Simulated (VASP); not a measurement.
The system is AlNi.

```
CELL_PARAMETERS angstrom
2.88100 0.00000 0.00000
0.00000 2.88100 0.00000
0.00000 0.00000 2.88100
ATOMIC_POSITIONS crystal
Ni 0.50000 0.50000 0.50000
Al 0.00000 0.00000 0.00000
```

| Property | Result |
| --- | --- |
| Program | VASP 6.6.1 |
| Task | single point |
| Functional | PBEsol |
| Potentials or basis | VASP PAW PBE potentials, release 64 (Ni, Al) |
| Cutoff | 520 eV |
| k mesh | 9 × 9 × 9 |
| Occupations | fermi-dirac, width 0.05 eV |
| Spin | collinear spin, ferromagnetic start |
| Starting moments | [1.0, 0.0] μB |

On this cell: pressure -3.2 GPa; largest force zero by symmetry; net moment 0.00 μB per cell; band gap on the k mesh none (metal or under the smearing width).

The same run follows on a disturbed copy (atoms moved at random, drawn with an rms of 0.05 Å):

```
CELL_PARAMETERS angstrom
2.88100 0.00000 0.00000
0.00000 2.88100 0.00000
0.00000 0.00000 2.88100
ATOMIC_POSITIONS crystal
Ni 0.49897 0.47452 0.49815
Al 0.00605 0.01098 0.99771
```

Q: What does the disturbed cell give?

A: The energy (extrapolated to zero smearing) moves by +16.5 meV/atom; pressure -2.5 GPa; largest force 0.618 eV/Å; net moment 0.00 μB per cell; band gap on the k mesh none (metal or under the smearing width).

Forces on the atoms (eV/Å):
```
Ni   0.122  0.606 -0.007
Al  -0.122 -0.606  0.007
```

Stress tensor (GPa, compression positive):
```
-2.30  0.30  0.00
 0.30 -2.84 -0.02
 0.00 -0.02 -2.28
```

Caveats: the PAW data sets were made with another functional, which shifts forces and pressure a little.
